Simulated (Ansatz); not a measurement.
Ta: equation of state with r2SCAN

**What was measured.**

“Refinement of the equation of state of tantalum”, 2004, arxiv:cond-mat/0403080 quotes, for a bulk crystal of Ta: bulk modulus 194 GPa.

Crystal: Ta.

```
Ta
1.0
    -1.65128    1.65128    1.65128
     1.65128   -1.65128    1.65128
     1.65128    1.65128   -1.65128
Ta
1
Cartesian
  0.0000 0.0000 0.0000
```

```
Program             : Ansatz 0.2.0
Task                : equation of state
Functional          : r2SCAN
Potentials or basis : Ansatz PAW
Cutoff              : 500 eV
Density cutoff      : 2000 eV
k mesh              : 11 × 11 × 11
Occupations         : fermi-dirac, width 0.05 eV
Spin                : no spin polarisation
```

```yaml
Equilibrium_volume: 18.02 Å³/atom
Bulk_modulus: 200 GPa
Pressure_derivative_of_the_bulk_modulus: 3.7
```

Energy against volume, from the lowest point:
```tsv
volume (Å³/atom)	energy (meV/atom)
16.930	45.04
17.290	19.40
17.650	4.76
18.010	0.00
18.371	4.23
18.731	16.67
19.091	36.70
```

All runs of the series together: 7.4 s on 2 threads of Arm Neoverse V2 (shared host).

Measured bulk modulus of Ta: 194 GPa (quoted in “Refinement of the equation of state of tantalum”, 2004, arxiv:cond-mat/0403080). This calculation gives 200 GPa (+3.3 %). The fit is for a static lattice scaled at fixed shape and fixed fractional positions.

Caveat: the PAW data sets were made with another functional, which shifts forces and pressure a little. Spin-orbit coupling is left out, which matters for the levels of Ta.
